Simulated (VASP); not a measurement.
# From an Ansatz input to VASP: BeS (strained rocksalt)

Ansatz input

```yaml
crystal:
  lattice:
    - [0.0, 2.3868161129, 2.3868161129]
    - [2.3868161129, 0.0, 2.3868161129]
    - [2.3868161129, 2.3868161129, 0.0]
  atoms:
    - { symbol: Be, position: [0.0, 0.0, 0.0] }
    - { symbol: S, position: [0.5, 0.5, 0.5] }
kpoints:
  mp_grid: { grid: [10, 10, 10] }
  band_path:
    path:
      - [0.0, 0.0, 0.0]
      - [0.5, 0.0, 0.5]
      - [0.625, 0.25, 0.625]
      - [0.375, 0.375, 0.75]
      - [0.5, 0.5, 0.5]
      - [0.5, 0.25, 0.75]
      - [0.0, 0.151042, -0.151042]
      - [0.0, 0.5, 0.5]
    npoints: 1
hamiltonian:
  xc: r2scan
scf:
  occupations: { method: fixed }
  n_extra_bands: 4
output:
  forces: true
  stress: true
  eigenvalues: true
```

Task: Translate this input to VASP.

Result: 

INCAR

```
ALGO = Normal
SIGMA = 0.01
ISMEAR = 0
LASPH = .TRUE.
NSW = 0
METAGGA = R2SCAN
LREAL = .FALSE.
ISIF = 2
LCHARG = .FALSE.
IBRION = -1
EDIFF = 1E-7
NELM = 120
LWAVE = .FALSE.
ENCUT = 520
NBANDS = 11
PREC = Accurate
```

KPOINTS

```
KPOINTS created by Atomic Simulation Environment
0
Gamma
10 10 10
0 0 0
```

KPOINTS_OPT

```
special points
8
Reciprocal
0.0000000000 0.0000000000 0.0000000000 1
0.5000000000 0.0000000000 0.5000000000 1
0.6250000000 0.2500000000 0.6250000000 1
0.3750000000 0.3750000000 0.7500000000 1
0.5000000000 0.5000000000 0.5000000000 1
0.5000000000 0.2500000000 0.7500000000 1
0.0000000000 0.1510420000 -0.1510420000 1
0.0000000000 0.5000000000 0.5000000000 1
```

POSCAR

```
Be S
 1.0000000000000000
     0.0000000000000000    2.3868161129000001    2.3868161129000001
     2.3868161129000001    0.0000000000000000    2.3868161129000001
     2.3868161129000001    2.3868161129000001    0.0000000000000000
 Be  S
   1   1
Cartesian
  0.0000000000000000  0.0000000000000000  0.0000000000000000
  2.3868161129000001  2.3868161129000001  2.3868161129000001
```

VASP ran with the recommended PBE PAW datasets (8 valence electrons in the cell). Other inputs would serve too.

|  | Ansatz | VASP |
| --- | --- | --- |
| gap between bands v and c | 1.29 eV | 1.28 eV |
| least direct gap | 4.19 eV | 4.18 eV |
| pressure | -8.3 GPa | -8.5 GPa |

Datasets and cutoffs are each program's own. VASP's cell holds 8 valence electrons and Ansatz's 8. Ansatz's stress includes a Pulay correction; VASP's doesn't.
